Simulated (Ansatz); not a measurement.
Input and steps of a relaxation of cell and atoms on an ordered 6-atom cell of Si2C on the diamond lattice (P-3m1) (the plane-wave code Ansatz, r2SCAN). The starting cell comes from a relaxation with PBE.

```yaml
crystal:
  lattice:
    - [3.2408154051, 0.0, 0.0]
    - [-1.6204077026, 2.8066284698, 0.0]
    - [0.0, 0.0, 8.6194188106]
  atoms:
    - { symbol: C, position: [0.3333333333, 0.6666666667, 0.7073864031] }
    - { symbol: Si, position: [0.0, 0.0, 0.3617829049] }
    - { symbol: Si, position: [0.6666666667, 0.3333333333, 0.0716173553] }
    - { symbol: Si, position: [0.0, 0.0, 0.6382170951] }
    - { symbol: C, position: [0.6666666667, 0.3333333333, 0.2926135969] }
    - { symbol: Si, position: [0.3333333333, 0.6666666667, 0.9283826447] }
kpoints:
  mp_grid: { grid: [12, 12, 4] }
hamiltonian:
  xc: r2scan
scf:
  occupations: { method: fermi_dirac, width: 0.02 }
relax:
  f_tol: 0.005
  cell: {}
```

The trajectory has 5 recorded frames, each with positions in Å and forces in eV/Å. The last, and any step after a large change of cell, is solved on a basis re-selected at its cell; pressure is positive in compression.

Step 1: energy 0.0 meV/atom from step 1, largest force component 0.226 eV/Å, pressure -2.20 GPa
```xyz
6
Lattice="3.2408 0.0000 0.0000 -1.6204 2.8066 0.0000 0.0000 0.0000 8.6194" Properties=species:S:1:pos:R:3:forces:R:3 pbc="T T T"
C     0.0000    1.8711    6.0973    0.0000    0.0000    0.0573
Si    0.0000    0.0000    3.1184    0.0000    0.0000    0.0251
Si    1.6204    0.9355    0.6173    0.0000    0.0000   -0.2265
Si    0.0000    0.0000    5.5011    0.0000    0.0000   -0.0251
C     1.6204    0.9355    2.5222    0.0000    0.0000   -0.0573
Si    0.0000    1.8711    8.0021    0.0000    0.0000    0.2265
```

Question: How does the relaxation go on, and where does it end?

Answer:
Step 2: energy -1.3 meV/atom from step 1, largest force component 0.046 eV/Å, pressure -0.66 GPa
```xyz
6
Lattice="3.2356 0.0000 0.0000 -1.6178 2.8021 0.0000 0.0000 0.0000 8.5773" Properties=species:S:1:pos:R:3:forces:R:3 pbc="T T T"
C     0.0000    1.8681    6.0685    0.0000    0.0000    0.0460
Si    0.0000    0.0000    3.1029    0.0000    0.0000   -0.0062
Si    1.6178    0.9340    0.6086    0.0000    0.0000   -0.0192
Si    0.0000    0.0000    5.4744    0.0000    0.0000    0.0062
C     1.6178    0.9340    2.5088    0.0000    0.0000   -0.0460
Si    0.0000    1.8681    7.9686    0.0000    0.0000    0.0192
```

Step 3: energy -1.5 meV/atom from step 1, largest force component 0.024 eV/Å, pressure -0.02 GPa
```xyz
6
Lattice="3.2326 0.0000 0.0000 -1.6163 2.7995 0.0000 0.0000 0.0000 8.5636" Properties=species:S:1:pos:R:3:forces:R:3 pbc="T T T"
C     0.0000    1.8663    6.0609    0.0000    0.0000    0.0118
Si    0.0000    0.0000    3.0969    0.0000    0.0000    0.0002
Si    1.6163    0.9332    0.6063    0.0000    0.0000    0.0237
Si    0.0000    0.0000    5.4667    0.0000    0.0000   -0.0002
C     1.6163    0.9332    2.5026    0.0000    0.0000   -0.0118
Si    0.0000    1.8663    7.9573    0.0000    0.0000   -0.0237
```

Step 4: energy -1.5 meV/atom from step 1, largest force component 0.003 eV/Å, pressure 0.00 GPa
```xyz
6
Lattice="3.2323 0.0000 0.0000 -1.6162 2.7993 0.0000 0.0000 0.0000 8.5632" Properties=species:S:1:pos:R:3:forces:R:3 pbc="T T T"
C     0.0000    1.8662    6.0609    0.0000    0.0000    0.0027
Si    0.0000    0.0000    3.0967    0.0000    0.0000    0.0007
Si    1.6162    0.9331    0.6068    0.0000    0.0000    0.0033
Si    0.0000    0.0000    5.4665    0.0000    0.0000   -0.0007
C     1.6162    0.9331    2.5023    0.0000    0.0000   -0.0027
Si    0.0000    1.8662    7.9564    0.0000    0.0000   -0.0033
```

Step 5: energy -1.5 meV/atom from step 1, largest force component 0.003 eV/Å, pressure 0.00 GPa
```xyz
6
Lattice="3.2323 0.0000 0.0000 -1.6162 2.7993 0.0000 0.0000 0.0000 8.5632" Properties=species:S:1:pos:R:3:forces:R:3 pbc="T T T"
C     0.0000    1.8662    6.0609    0.0000    0.0000    0.0026
Si    0.0000    0.0000    3.0967    0.0000    0.0000    0.0007
Si    1.6162    0.9331    0.6068    0.0000    0.0000    0.0032
Si    0.0000    0.0000    5.4665    0.0000    0.0000   -0.0007
C     1.6162    0.9331    2.5023    0.0000    0.0000   -0.0026
Si    0.0000    1.8662    7.9564    0.0000    0.0000   -0.0032
```

In 4 steps the volume changed by -1.2 %; between the first SCF and the last, each on a basis chosen for its cell, the energy fell by 1.5 meV an atom. At the end: it is trigonal, P-3m1 (No. 164); conventional cell a = 3.232 Å, c = 8.563 Å, 12.91 Å³ an atom. C is surrounded by 4 Si at 1.90–1.96 Å; Si is surrounded by 3 C at 1.96 Å and 1 Si at 2.37 Å; Si is surrounded by 1 C at 1.90 Å and 3 Si at 2.23 Å.

Run as `ansatz run input.yaml --threads 4 --pin off --max-ram 6451MiB --backend cpu --events-out ev --progress --plain --runs-dir out`. Wall time 15 s on 4 threads of Arm Neoverse V1 (shared host); peak host memory 0.59 GiB.

Spin-unpolarised throughout. Whether this structure exists isn't addressed.
